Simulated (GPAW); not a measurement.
# GaAs (F-43m) in GPAW: notebook

Aim: see how the results for GaAs move with the level of theory and the settings. Levels: r2SCAN-EpsX, SCAN0. Tasks: hybrid scf.

All numbers are computed with GPAW 26.7.0; they aren't measurements. Logs are shortened: lines on timing, memory, paths and dates and some standing lists are left out, and cuts for length are marked. The log counts tension as positive stress, the text compression.

## Step 1: Starting point

The structure is cubic, space group F-43m (No. 216). Conventional cell: a = 5.654 Å, b = 5.654 Å, c = 5.654 Å, α = 90.00°, β = 90.00°, γ = 90.00°. As (site symmetry -43m) is surrounded by 4 Ga at 2.45 Å. Around Ga (site symmetry -43m) lie 4 As at 2.45 Å.

## Step 2: Hybrid scf, r2SCAN-EpsX

Contents of run.py:

```python
import numpy as np
from ase import Atoms
from ase.dft.bandgap import bandgap
from ase.io import write
from gpaw import GPAW, PW
from gpaw.xc import parametrizedxc

class ScaledMGGA(parametrizedxc.ParametrizedKernel):
    """Weighted sum of Libxc meta-GGA parts, named like '0.75_MGGA_X_..+1.0_MGGA_C_..'."""
    def __init__(self, name):
        super().__init__(name)
        self.type = 'MGGA'

    def calculate(self, e_g, n_sg, dedn_sg, sigma_xg, dedsigma_xg, tau_sg, dedtau_sg):
        e_g[:] = dedsigma_xg[:] = dedtau_sg[:] = 0.0
        for kernel, c in zip(self.kernels, self.coefs):
            e, v, s, t = [np.zeros_like(x) for x in [e_g, dedn_sg, dedsigma_xg, dedtau_sg]]
            kernel.calculate(e, n_sg, v, sigma_xg, s, tau_sg, t)
            e_g += c * e
            dedn_sg += c * v
            dedsigma_xg += c * s
            dedtau_sg += c * t

parametrizedxc.ParametrizedKernel = ScaledMGGA

atoms = Atoms(['As', 'Ga'],
              cell=[[0.0, 2.82685, 2.82685],
                    [2.82685, 0.0, 2.82685],
                    [2.82685, 2.82685, 0.0]],
              scaled_positions=[[0.75, 0.75, 0.75],
                                [0.0, 0.0, 0.0]],
              pbc=True)

calc = GPAW(mode=PW(450),
            xc={'name': '0.920_MGGA_X_R2SCAN+1.0_MGGA_C_R2SCAN', 'fraction': 0.08, 'omega': 0.0, 'backend': 'pw'},
            kpts={'size': (4, 4, 4), 'gamma': True},
            occupations={'name': 'fermi-dirac', 'width': 0.001},
            nbands=11,
            convergence={'density': 0.0001},
            maxiter=40,
            txt='gpaw.txt')
atoms.calc = calc
energy = atoms.get_potential_energy()
calc.write('gs.gpw')
write('result.traj', atoms)
print(f'Energy: {energy:.6f} eV')
print('Fermi level:', round(calc.get_fermi_level(), 4), 'eV')
print(f'Gap: {bandgap(calc)[0]:.4f} eV, direct: {bandgap(calc, direct=True)[0]:.4f} eV')
```

Potentials or basis: GPAW PAW data sets (gpaw-data 1.2.1), pw.

On the command line:

```console
> OMP_NUM_THREADS=1 python run.py
```

gpaw.txt:

```text
__  _  _
 | _ |_)|_||  |
 |__||  | ||/\| - 26.7.0

Input parameters:
  mode=PW(ecut=450.00000000000006),
  convergence={'density': 0.0001},
  kpts=MonkhorstPack(size=(4, 4, 4), gamma=True),
  maxiter=40,
  nbands=11,
  occupations=Occupations(name='fermi-dirac', width=0.001),
  xc=XC(name='0.920_MGGA_X_R2SCAN+1.0_MGGA_C_R2SCAN', fraction=0.08, omega=0.0, backend='pw')

Diagonalizing LCAO Hamiltonian
Converting LCAO to pw mode

                    As

       Ga

Atoms  # Å, Bohr magnetons
|   | symbol |        x |        y |        z |    initial magnetic moments |
|---|--------|----------|----------|----------|-----------------------------|
| 0 |     As | 4.240275 | 4.240275 | 4.240275 | ( 0.0000,  0.0000,  0.0000) |
| 1 |     Ga | 0.000000 | 0.000000 | 0.000000 | ( 0.0000,  0.0000,  0.0000) |

Unit cell  # Å
| periodic |        x |        y |        z |  lengths |    angles |
|----------|----------|----------|----------|----------|-----------|
|      yes | 0.000000 | 2.826850 | 2.826850 | 3.997770 | 60.000000 |
|      yes | 2.826850 | 0.000000 | 2.826850 | 3.997770 | 60.000000 |
|      yes | 2.826850 | 2.826850 | 0.000000 | 3.997770 | 60.000000 |

Number of symmetries: 24
Symmetry operations  # r_c * U_cc + t_c -> r_c
|    | kind |            matrix            |
|----|------|------------------------------|
|  0 |  E   |  1, 0, 0,  0, 1, 0,  0, 0, 1 |
|  1 |  σ   |  1, 0, 0,  0, 0, 1,  0, 1, 0 |
|  2 |  σ   |  1, 0,-1,  0, 1,-1,  0, 0,-1 |
|  3 |  C3  |  1, 0,-1,  0, 0,-1,  0, 1,-1 |
|  4 |  C3  |  1,-1, 0,  0,-1, 1,  0,-1, 0 |
|  5 |  σ   |  1,-1, 0,  0,-1, 0,  0,-1, 1 |
|  6 |  σ   |  0, 1, 0,  1, 0, 0,  0, 0, 1 |
|  7 |  C3  |  0, 1, 0,  0, 0, 1,  1, 0, 0 |
|  8 |  C2  |  0, 1,-1,  1, 0,-1,  0, 0,-1 |
|  9 |  S4  |  0, 1,-1,  0, 0,-1,  1, 0,-1 |
| 10 |  C3  |  0, 0, 1,  1, 0, 0,  0, 1, 0 |
| 11 |  σ   |  0, 0, 1,  0, 1, 0,  1, 0, 0 |
| 12 |  S4  |  0, 0,-1,  1, 0,-1,  0, 1,-1 |
| 13 |  C3  |  0, 0,-1,  0, 1,-1,  1, 0,-1 |
| 14 |  S4  |  0,-1, 1,  1,-1, 0,  0,-1, 0 |
| 15 |  C2  |  0,-1, 1,  0,-1, 0,  1,-1, 0 |
| 16 |  C3  |  0,-1, 0,  1,-1, 0,  0,-1, 1 |
| 17 |  S4  |  0,-1, 0,  0,-1, 1,  1,-1, 0 |
| 18 |  S4  | -1, 1, 0, -1, 0, 1, -1, 0, 0 |
| 19 |  C3  | -1, 1, 0, -1, 0, 0, -1, 0, 1 |
| 20 |  C3  | -1, 0, 1, -1, 1, 0, -1, 0, 0 |
| 21 |  S4  | -1, 0, 1, -1, 0, 0, -1, 1, 0 |
| 22 |  σ   | -1, 0, 0, -1, 1, 0, -1, 0, 1 |
| 23 |  C2  | -1, 0, 0, -1, 0, 1, -1, 1, 0 |

BZ-sampling:
  Number of BZ points: 64
  Number of IBZ points: 8

  Monkhorst-Pack size: [4, 4, 4]
  Monkhorst-Pack shift: [0.125, 0.125, 0.125]

K-points  # in reciprocal-cell coordinates
|   |                                coordinates |     weight |
|---|--------------------------------------------|------------|
| 0 | (  0.00000000,   0.00000000,   0.00000000) | 0.01562500 |
| 1 | (  0.25000000,   0.25000000,   0.00000000) | 0.09375000 |
| 2 | (  0.25000000,   0.25000000,   0.25000000) | 0.12500000 |
| 3 | (  0.50000000,   0.25000000,  -0.25000000) | 0.09375000 |
| 4 | (  0.50000000,   0.25000000,   0.25000000) | 0.18750000 |
| 5 | (  0.50000000,   0.50000000,   0.00000000) | 0.04687500 |
| 6 | (  0.50000000,   0.50000000,   0.25000000) | 0.37500000 |
| 7 | (  0.50000000,   0.50000000,   0.50000000) | 0.06250000 |

Plane wave coefficients: 992
Cutoff: 450.00000000000006 eV

Spin-components: 1 (collinear spins)
Bands:           11
Projectors:      10
Spin-degeneracy: 2
Datatype:        complex128

Density:
  Valence electrons: 8.0
  Components: 1
  Grid points: [20 20 20]
  Charge: 0.0  # |e|

Potential:
  Grid points: [20 20 20]

species:
  As:
    name:    Arsenic
    Z:       33.0
    valence: 5
    core:    28
    charge:  0.0  # [|e|]
    compensation charges:
      type: gauss
      rc: 0.33  # [Å]
      lmax: 2
    cutoffs:
      filter: 1.87  # [Å]
      core: 2.96  # [Å]
    projectors
    | kind |    occ | energy [eV] | rcut [Å] |
    |------|--------|-------------|----------|
    |   4s |  2.000 |     -14.487 |    1.058 |
    |   4p |  3.000 |      -5.196 |    1.058 |
    |    s |        |      12.725 |    1.058 |
    |    p |        |      22.016 |    1.058 |
    |    d |        |       0.000 |    1.058 |

    Using partial waves for As as LCAO basis

  Ga:
    name:    Gallium
    Z:       31.0
    valence: 3
    core:    28
    charge:  0.0  # [|e|]
    compensation charges:
      type: gauss
      rc: 0.37  # [Å]
      lmax: 2
    cutoffs:
      filter: 2.06  # [Å]
      core: 4.17  # [Å]
    projectors
    | kind |    occ | energy [eV] | rcut [Å] |
    |------|--------|-------------|----------|
    |   4s |  2.000 |      -8.945 |    1.164 |
    |   4p |  1.000 |      -2.580 |    1.164 |
    |    s |        |      18.266 |    1.164 |
    |    p |        |      24.631 |    1.164 |
    |    d |        |       0.000 |    1.164 |

    Using partial waves for Ga as LCAO basis

Reference energy: -114387.645129  # eV

eigensolver:
  PPCG
  Converge bands: occupied
  niter=2

density mixing:
  MSR1-Mixer
  Pratt-step length: 0.05
  Maximum mixing coefficient: 0.75
  Old densities: 10
  SVD Regularization: 0.005
  Good broyden scale: 1.0
  Trust region scale: 1.0
  Backstep threshold: 4.0
  History deletion threshold: 6.0
  Fourier metric: weight=20.0, sigma=0.015

occupation numbers:
  Fermi-Dirac:
    width: 0.0010  # eV

poisson solver:
  ecut: 3600.0000000000005  # eV

xc functional:
  name: 0.920_MGGA_X_R2SCAN+1.0_MGGA_C_R2SCAN with 2 nearest neighbor stencil

convergence criteria:
- Maximum integral of absolute [dens]ity change: 0.0001 electrons / valence electron
- Maximum [total energy] change in last 3 cyles: 0.0005 eV / valence electron
- Maximum integral of absolute [eigenst]ate change: 4e-08 eV^2 / valence electron
maximum number of iterations: 40

IBZ(<points: 8, symmetries: 24>)
Occupied bands: 4
SCF iterations
|iter     | |      energy | eigst |  dens |
|---------|-|-------------|-------|-------|
|iter:   1| | -349.205781 | -0.52 |       |
|iter:   2| |  -23.489665 | -1.32 | -0.81 |
|iter:   3| |  -23.532174 | -2.41 | -0.87 |
|iter:   4| |  -23.494562 | -2.50 | -1.09 |
|iter:   5| |  -23.490175 | -3.55 | -1.58 |
|iter:   6| |  -23.486080 | -3.34 | -1.79 |
|iter:   7| |  -23.486146 | -4.76 | -2.50 |
|iter:   8| |  -23.486155c| -5.85 | -2.96 |
|iter:   9| |  -23.486156c| -7.82c| -4.11c|

Converged in 9 steps
Energy contributions relative to reference atoms: (reference = -114387.645129)

Energy contributions:
  Kinetic:          20.523792
  Coulomb:         -17.165157
  Zero:             -0.134754
  External:          0.000000
  Xc:              314.230536
  Entropy:          -0.000000
  Spinorbit:         0.000000
  Hybrid_Xc_Cc:      -334.391007
  Hybrid_Xc_Vc:        -1.969196
  Hybrid_Xc_Vv:        -4.580370
  ----------------------------
  Free energy:     -23.486156
  Extrapolated:    -23.486156

dipole moment: (-10.959719, -10.959719, -10.959719)  # |e|*Ang

Fermi level: 4.492
Eigenvalues  # (at kpt = [0.000, 0.000, 0.000])
| band index |      eig [eV] | occ [0-2] |
|------------|---------------|-----------|
|          0 |        -9.068 |     2.000 |
|          1 |         4.471 |     2.000 |
|          2 |         4.471 |     2.000 |
|          3 |         4.471 |     2.000 |
|          4 |         5.944 |     0.000 |
|          5 |         8.968 |     0.000 |
|          6 |         8.968 |     0.000 |
|          7 |         8.968 |     0.000 |
|          8 |        13.205 |     0.000 |
|          9 |        15.474 |     0.000 |
|         10 |        15.474 |     0.000 |

Gap: 1.473 eV
Transition (v -> c):
  (s=0, k=0, n=3, [0.00, 0.00, 0.00]) -> (s=0, k=0, n=4, [0.00, 0.00, 0.00])
No difference between direct/indirect transitions
# Writing to gs.gpw (mode='')
```

It took 4.7 min on 1 thread of Arm Neoverse V2, shared host; peak memory 0.27 GiB.

Results:

| Property | Result |
| --- | --- |
| Free energy | -23.4862 eV |
| Band gap on the k mesh | 1.47 eV, direct |

Levels at points of the mesh, in eV from the valence-band top:
```csv
k point,band 1,band 2,band 3,band 4,band 5,band 6,band 7
"(0.00, 0.00, 0.00)",-13.54,0.00,0.00,0.00,1.47,4.50,4.50
"(0.50, 0.50, 0.00)",-10.99,-7.18,-2.84,-2.84,2.13,2.35,11.46
"(0.50, 0.50, 0.50)",-11.77,-6.99,-1.21,-1.21,1.79,5.45,5.45
```

Caveat: the k mesh is coarse (spacing up to 0.48 Å⁻¹), so the values aren't converged, least of all with exact exchange; exact exchange converges slowly with the k mesh, and this mesh is small; the scaled meta-GGA exchange is a class typed in the script. A k mesh can miss the band edges.

## Step 3: Hybrid scf, SCAN0

Changes to run.py since step 2:

```diff
@@ -37,3 +37,3 @@
 calc = GPAW(mode=PW(450),
-            xc={'name': '0.920_MGGA_X_R2SCAN+1.0_MGGA_C_R2SCAN', 'fraction': 0.08, 'omega': 0.0, 'backend': 'pw'},
+            xc={'name': '0.750_MGGA_X_SCAN+1.0_MGGA_C_SCAN', 'fraction': 0.25, 'omega': 0.0, 'backend': 'pw'},
             kpts={'size': (4, 4, 4), 'gamma': True},
```

Potentials or basis: GPAW PAW data sets (gpaw-data 1.2.1), pw.

On the command line:

```console
> OMP_NUM_THREADS=1 python run.py
```

gpaw.txt:

```text
__  _  _
 | _ |_)|_||  |
 |__||  | ||/\| - 26.7.0

Input parameters:
  mode=PW(ecut=450.00000000000006),
  convergence={'density': 0.0001},
  kpts=MonkhorstPack(size=(4, 4, 4), gamma=True),
  maxiter=40,
  nbands=11,
  occupations=Occupations(name='fermi-dirac', width=0.001),
  xc=XC(name='0.750_MGGA_X_SCAN+1.0_MGGA_C_SCAN', fraction=0.25, omega=0.0, backend='pw')

Diagonalizing LCAO Hamiltonian
Converting LCAO to pw mode

                    As

       Ga

Atoms  # Å, Bohr magnetons
|   | symbol |        x |        y |        z |    initial magnetic moments |
|---|--------|----------|----------|----------|-----------------------------|
| 0 |     As | 4.240275 | 4.240275 | 4.240275 | ( 0.0000,  0.0000,  0.0000) |
| 1 |     Ga | 0.000000 | 0.000000 | 0.000000 | ( 0.0000,  0.0000,  0.0000) |

Unit cell  # Å
| periodic |        x |        y |        z |  lengths |    angles |
|----------|----------|----------|----------|----------|-----------|
|      yes | 0.000000 | 2.826850 | 2.826850 | 3.997770 | 60.000000 |
|      yes | 2.826850 | 0.000000 | 2.826850 | 3.997770 | 60.000000 |
|      yes | 2.826850 | 2.826850 | 0.000000 | 3.997770 | 60.000000 |

Number of symmetries: 24
Symmetry operations  # r_c * U_cc + t_c -> r_c
|    | kind |            matrix            |
|----|------|------------------------------|
|  0 |  E   |  1, 0, 0,  0, 1, 0,  0, 0, 1 |
|  1 |  σ   |  1, 0, 0,  0, 0, 1,  0, 1, 0 |
|  2 |  σ   |  1, 0,-1,  0, 1,-1,  0, 0,-1 |
|  3 |  C3  |  1, 0,-1,  0, 0,-1,  0, 1,-1 |
|  4 |  C3  |  1,-1, 0,  0,-1, 1,  0,-1, 0 |
|  5 |  σ   |  1,-1, 0,  0,-1, 0,  0,-1, 1 |
|  6 |  σ   |  0, 1, 0,  1, 0, 0,  0, 0, 1 |
|  7 |  C3  |  0, 1, 0,  0, 0, 1,  1, 0, 0 |
|  8 |  C2  |  0, 1,-1,  1, 0,-1,  0, 0,-1 |
|  9 |  S4  |  0, 1,-1,  0, 0,-1,  1, 0,-1 |
| 10 |  C3  |  0, 0, 1,  1, 0, 0,  0, 1, 0 |
| 11 |  σ   |  0, 0, 1,  0, 1, 0,  1, 0, 0 |
| 12 |  S4  |  0, 0,-1,  1, 0,-1,  0, 1,-1 |
| 13 |  C3  |  0, 0,-1,  0, 1,-1,  1, 0,-1 |
| 14 |  S4  |  0,-1, 1,  1,-1, 0,  0,-1, 0 |
| 15 |  C2  |  0,-1, 1,  0,-1, 0,  1,-1, 0 |
| 16 |  C3  |  0,-1, 0,  1,-1, 0,  0,-1, 1 |
| 17 |  S4  |  0,-1, 0,  0,-1, 1,  1,-1, 0 |
| 18 |  S4  | -1, 1, 0, -1, 0, 1, -1, 0, 0 |
| 19 |  C3  | -1, 1, 0, -1, 0, 0, -1, 0, 1 |
| 20 |  C3  | -1, 0, 1, -1, 1, 0, -1, 0, 0 |
| 21 |  S4  | -1, 0, 1, -1, 0, 0, -1, 1, 0 |
| 22 |  σ   | -1, 0, 0, -1, 1, 0, -1, 0, 1 |
| 23 |  C2  | -1, 0, 0, -1, 0, 1, -1, 1, 0 |

BZ-sampling:
  Number of BZ points: 64
[... 61 lines left out ...]
    name:    Gallium
    Z:       31.0
    valence: 3
    core:    28
    charge:  0.0  # [|e|]
    compensation charges:
      type: gauss
      rc: 0.37  # [Å]
      lmax: 2
    cutoffs:
      filter: 2.06  # [Å]
      core: 4.17  # [Å]
    projectors
    | kind |    occ | energy [eV] | rcut [Å] |
    |------|--------|-------------|----------|
    |   4s |  2.000 |      -8.945 |    1.164 |
    |   4p |  1.000 |      -2.580 |    1.164 |
    |    s |        |      18.266 |    1.164 |
    |    p |        |      24.631 |    1.164 |
    |    d |        |       0.000 |    1.164 |

    Using partial waves for Ga as LCAO basis

Reference energy: -114387.645129  # eV

eigensolver:
  PPCG
  Converge bands: occupied
  niter=2

density mixing:
  MSR1-Mixer
  Pratt-step length: 0.05
  Maximum mixing coefficient: 0.75
  Old densities: 10
  SVD Regularization: 0.005
  Good broyden scale: 1.0
  Trust region scale: 1.0
  Backstep threshold: 4.0
  History deletion threshold: 6.0
  Fourier metric: weight=20.0, sigma=0.015

occupation numbers:
  Fermi-Dirac:
    width: 0.0010  # eV

poisson solver:
  ecut: 3600.0000000000005  # eV

xc functional:
  name: 0.750_MGGA_X_SCAN+1.0_MGGA_C_SCAN with 2 nearest neighbor stencil

convergence criteria:
- Maximum integral of absolute [dens]ity change: 0.0001 electrons / valence electron
- Maximum [total energy] change in last 3 cyles: 0.0005 eV / valence electron
- Maximum integral of absolute [eigenst]ate change: 4e-08 eV^2 / valence electron
maximum number of iterations: 40

IBZ(<points: 8, symmetries: 24>)
Occupied bands: 4
SCF iterations
|iter     | |      energy | eigst |  dens |
|---------|-|-------------|-------|-------|
|iter:   1| |-1074.267910 | -0.17 |       |
|iter:   2| |  -29.837202 | -0.64 | -0.71 |
|iter:   3| |  -29.857183 | -2.03 | -0.84 |
|iter:   4| |  -29.835178 | -2.43 | -0.97 |
|iter:   5| |  -29.828680 | -2.54 | -1.26 |
|iter:   6| |  -29.829884 | -3.79 | -1.90 |
|iter:   7| |  -29.829446c| -4.45 | -2.07 |
|iter:   8| |  -29.829292c| -5.43 | -2.23 |
|iter:   9| |  -29.828843c| -4.48 | -2.30 |
|iter:  10| |  -29.828911c| -5.44 | -2.85 |
|iter:  11| |  -29.828916c| -6.51 | -3.53 |
|iter:  12| |  -29.828915c| -7.53c| -3.69 |
|iter:  13| |  -29.828915c| -7.82c| -4.26c|

Converged in 13 steps
Energy contributions relative to reference atoms: (reference = -114387.645129)

Energy contributions:
  Kinetic:          17.980168
  Coulomb:         -14.691287
  Zero:             -0.168142
  External:          0.000000
  Xc:             1032.496879
  Entropy:          -0.000000
  Spinorbit:         0.000000
  Hybrid_Xc_Cc:     -1044.971898
  Hybrid_Xc_Vc:        -6.142375
  Hybrid_Xc_Vv:       -14.332261
  ----------------------------
  Free energy:     -29.828915
  Extrapolated:    -29.828915

dipole moment: (-10.937785, -10.937785, -10.937785)  # |e|*Ang

Fermi level: 4.018
Eigenvalues  # (at kpt = [0.000, 0.000, 0.000])
| band index |      eig [eV] | occ [0-2] |
|------------|---------------|-----------|
|          0 |       -10.311 |     2.000 |
|          1 |         3.994 |     2.000 |
|          2 |         3.994 |     2.000 |
|          3 |         3.994 |     2.000 |
|          4 |         6.238 |     0.000 |
|          5 |         9.392 |     0.000 |
|          6 |         9.392 |     0.000 |
|          7 |         9.392 |     0.000 |
|          8 |        13.598 |     0.000 |
|          9 |        15.986 |     0.000 |
|         10 |        15.986 |     0.000 |

Gap: 2.244 eV
Transition (v -> c):
  (s=0, k=0, n=3, [0.00, 0.00, 0.00]) -> (s=0, k=0, n=4, [0.00, 0.00, 0.00])
No difference between direct/indirect transitions
# Writing to gs.gpw (mode='')
```

It took 6.8 min on 1 thread of Arm Neoverse V2, shared host; peak memory 0.27 GiB.

What came out:

```
Free energy            : -29.8289 eV
Band gap on the k mesh : 2.24 eV, direct
```

Levels at points of the mesh, in eV from the valence-band top:
| k point | band 2 | band 3 | band 4 | band 5 | band 6 | band 7 |
| --- | --- | --- | --- | --- | --- | --- |
| (0.00, 0.00, 0.00) | 0.00 | 0.00 | 0.00 | 2.24 | 5.40 | 5.40 |
| (0.50, 0.50, 0.00) | -7.63 | -2.99 | -2.99 | 2.89 | 3.18 | 12.60 |
| (0.50, 0.50, 0.50) | -7.42 | -1.27 | -1.27 | 2.59 | 6.37 | 6.37 |

Caveat: the k mesh is coarse (spacing up to 0.48 Å⁻¹), so the values aren't converged, least of all with exact exchange; exact exchange converges slowly with the k mesh, and this mesh is small; the scaled meta-GGA exchange is a class typed in the script.
